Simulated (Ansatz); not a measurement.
# CaF2: pressure up to the limit of the methods

One table from this session's results is given with a row withheld; the runs are named, their logs left out.

Method: DFT, LDA, PAW with Ansatz's default frozen-core files, scalar-relativistic, in Ansatz 0.2.0.

## The structure to begin with

The structure is cubic, space group Fm-3m (No. 225). The conventional cell has a = 5.241 Å, b = 5.241 Å, c = 5.241 Å, α = 90.00°, β = 90.00°, γ = 90.00°. Around Ca (site symmetry m-3m) lie 8 F at 2.27 Å. F (site symmetry -43m) is surrounded by 4 Ca at 2.27 Å.

Structure file:

```cif
data_structure
_symmetry_space_group_name_H-M 'P 1'
_symmetry_Int_Tables_number 1
_cell_length_a 3.7060
_cell_length_b 3.7060
_cell_length_c 3.7060
_cell_angle_alpha 60.000
_cell_angle_beta 60.000
_cell_angle_gamma 60.000
_cell_volume 35.99
loop_
_atom_site_label
_atom_site_type_symbol
_atom_site_fract_x
_atom_site_fract_y
_atom_site_fract_z
_atom_site_occupancy
Ca1 Ca 0.00000 0.00000 0.00000 1
F1 F 0.25000 0.25000 0.25000 1
F2 F 0.75000 0.75000 0.75000 1
```

Whether this phase is the stable one at these pressures isn't tested.

Atoms are numbered in the order of the input: Ca1, F2, F3.

Set-up of the first run:

input.yaml

```yaml
crystal:
  lattice:
    - [0.0, 2.6205633371, 2.6205633371]
    - [2.6205633371, 0.0, 2.6205633371]
    - [2.6205633371, 2.6205633371, 0.0]
  atoms:
    - { symbol: Ca, position: [0.0, 0.0, 0.0] }
    - { symbol: F, position: [0.25, 0.25, 0.25] }
    - { symbol: F, position: [0.75, 0.75, 0.75] }
kpoints:
  mp_grid: { grid: [11, 11, 11] }
scf:
  occupations: { method: fermi_dirac, width: 0.05 }
hamiltonian:
  xc: lda
  pseudopotentials: { kind: paw }
output:
  forces: true
  stress: true
  write_density: true
  write_potential: true
  elf: true
  volumetric_format: npy
relax:
  f_tol: 0.005
  max_steps: 40
  cell: {}
```

On the command line:

```
ansatz run input.yaml --threads 1 --pin off --max-ram 3072MiB --backend cpu --events-out ev --progress --plain --runs-dir out
```

Among the steps run: Cell relaxed at zero pressure, PAW; More of the same log: cell relaxed at zero pressure; Volume scaled by 1, PAW; Volume scaled by 0.94, PAW; Volume scaled by 0.88, PAW; Volume scaled by 0.8, PAW; Volume scaled by 0.72, PAW; Volume scaled by 0.62, PAW; Volume scaled by 0.62, PAW (cutoff 600 eV).

One of the session's tables, all rows but one given; the rest of the session is left out.

| method | volume over the first | volume (Å³/atom) | pressure (GPa) | gap on the k mesh (eV) |
| --- | --- | --- | --- | --- |
| PAW | 1 | 12.586 | 0.03 | 7.40 |
| PAW | 0.94 | 11.831 | 7.25 | 7.79 |
| PAW | 0.88 | 11.076 | 17.36 | 8.23 |
| PAW | 0.8 | 10.069 | 37.58 | 8.67 |
| PAW | 0.72 | 9.062 | 70.14 | 8.92 |
| PAW | 0.62 | 7.803 | 142.55 | 9.29 |
| PAW (cutoff 600 eV) | 0.62 | ? | ? | ? |

Estimate the missing values for PAW (cutoff 600 eV), 0.62.

**Answer.** volume (Å³/atom): 7.803; pressure (GPa): 142.58; gap on the k mesh (eV): 9.29.
